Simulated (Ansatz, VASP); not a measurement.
**MgO: VASP beside Ansatz**

```
CELL_PARAMETERS angstrom
0.00000 2.13515 2.13515
2.13515 0.00000 2.13515
2.13515 2.13515 0.00000
ATOMIC_POSITIONS crystal
Mg 0.00000 0.00000 0.00000
O 0.42975 0.42975 0.37155
```

Alike in both runs: task single point; functional PBE; k mesh 10 × 10 × 10; occupations gaussian, width 0.05 eV; no spin polarisation.

|  | VASP | Ansatz |
| --- | --- | --- |
| version | VASP 6.6.1 | Ansatz 0.2.0 |
| potentials or method | VASP PAW PBE potentials, release 64 (Mg, O) | scalar-relativistic, plane waves, PAW |
| plane-wave cutoff (eV) | 520 | 420 |
| valence electrons in the cell | 8 | 16 |

```csv
,VASP,Ansatz,Ansatz less VASP
gap on the k mesh at the Fermi level (eV),3.93,3.94,+0.012
least direct gap on the mesh (eV),3.93,3.94,+0.012
rms of the force components (eV/Å),1.668,1.638,-0.0305
```

Atom by atom the forces differ by 0.031 eV/Å (rms over components). The two sets of potentials don't hold the same shells in valence.

Caveats: forces of over 1 eV/Å show positions far from the minimum, so gaps and moduli don't describe the material at rest.
